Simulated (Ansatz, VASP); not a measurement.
## One calculation of C, two programs

File INCAR:

```
SYSTEM = C
PREC = Accurate
ENCUT = 600
EDIFF = 1E-6
ISMEAR = 0
SIGMA = 0.1
LREAL = .FALSE.
LASPH = .TRUE.
NELM = 60
ALGO = Normal
ISIF = 3
LWAVE = .FALSE.
LCHARG = .FALSE.
GGA = PE
IBRION = 2
NSW = 90
EDIFFG = -0.04
```

KPOINTS

```
Automatic mesh
0
G
  6 6 4
  0 0 0
```

Contents of POSCAR:

```
C
1.0
    1.5013383400     -2.5818922900      0.0000000000
    1.5013383400      2.5818922900      0.0000000000
    0.0000000000      0.0000000000      4.2241277500
C
6
Direct
    0.5000000000      0.5000000000      0.2500000000
    0.5000000000      0.5000000000      0.7500000000
    0.3032527700      0.0916540700      0.0000000000
    0.6967472300      0.9083459300      0.0000000000
    0.0916540700      0.3032527700      0.5000000000
    0.9083459300      0.6967472300      0.5000000000
```

Input for Ansatz:

```yaml
crystal:
  lattice:
    - [1.50133834, -2.58189229, 0.0]
    - [1.50133834, 2.58189229, 0.0]
    - [0.0, 0.0, 4.22412775]
  atoms:
    - { symbol: C, position: [0.5, 0.5, 0.25] }
    - { symbol: C, position: [0.5, 0.5, 0.75] }
    - { symbol: C, position: [0.30325277, 0.09165407, 0.0] }
    - { symbol: C, position: [0.69674723, 0.90834593, 0.0] }
    - { symbol: C, position: [0.09165407, 0.30325277, 0.5] }
    - { symbol: C, position: [0.90834593, 0.69674723, 0.5] }
basis:
  ecutwfc: 420
kpoints:
  mp_grid: { grid: [6, 6, 4] }
hamiltonian:
  xc: pbe
scf:
  occupations: { method: gaussian, width: 0.1 }
  lower_state_search: "off"
output:
  forces: true
  stress: true
  eigenvalues: true
relax:
  adjacent_minimum: "off"
  f_tol: 0.04
  max_steps: 70
  cell: { stress_tol: 0.4 }
```

Alike in both runs: task relaxation of cell and atoms; functional PBE; k mesh 6 × 6 × 4; occupations gaussian, width 0.1 eV; no spin polarisation.

|  | VASP | Ansatz |
| --- | --- | --- |
| version | VASP 6.6.1 | Ansatz 0.2.0 |
| potentials or method | VASP PAW PBE potentials, release 64 (C) | scalar-relativistic, plane waves, PAW |
| plane-wave cutoff (eV) | 600 | 420 |
| valence electrons in the cell | 24 | 24 |

|  | VASP | Ansatz | Ansatz less VASP |
| --- | --- | --- | --- |
| gap on the k mesh at the Fermi level, each at its own relaxed structure (eV) | 0.71 | 0.65 | -0.063 |
| relaxed volume (Å³/atom) | 8.27 | 8.78 | +0.515 |
| relaxed cell length with the largest relative difference (Å) | 3.405 | 3.438 | +0.0321 |
| energy change over the relaxation (meV/atom) | -978 | -1023 | -44.8 |

One of these differences is far larger than is usual between the two programs; its cause wasn't traced.

Caveats: the volume moved by over 15 % at a fixed basis, so the end points are rough (VASP).
